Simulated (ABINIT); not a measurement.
The system is CsPbCl3.

```
Pb Cs Cl
1.0
     5.60500    0.00000    0.00000
     0.00000    5.60500    0.00000
     0.00000    0.00000    5.60500
Pb Cs Cl
1 1 3
Direct
  0.50000 0.50000 0.50000
  0.00000 0.00000 0.00000
  0.50000 0.00000 0.50000
  0.00000 0.50000 0.50000
  0.50000 0.50000 0.00000
```

Base run:

| Item | Value |
| --- | --- |
| Program | ABINIT 10.8.3 (patched build) |
| Functional | RPBE |
| Potentials or basis | JTH PAW PBE v2.0 |
| Cutoff | 680 eV |
| k mesh | 5 × 5 × 5 |
| Occupations | fermi-dirac, width 0.05 eV |
| Spin | no spin polarisation |

Its results: pressure 3.1 GPa.

**Question.** After a change of settings the same cell gave: pressure 0.2 GPa. Which change was it?
A. functional from RPBE to PBE; potentials or basis from JTH PAW PBE v2.0 to JTH PAW PBE v2.0 sp; valence electrons from 44 to 34
B. functional from RPBE to PBE
C. functional from RPBE to WC
D. functional from RPBE to HCTH407

**Answer.** C.

WC binds more tightly than RPBE, so the same cell stands under less pressure.

Caveats: the PAW data sets were made with another functional, which shifts forces and pressure a little.

Not every run made on this cell is shown here.
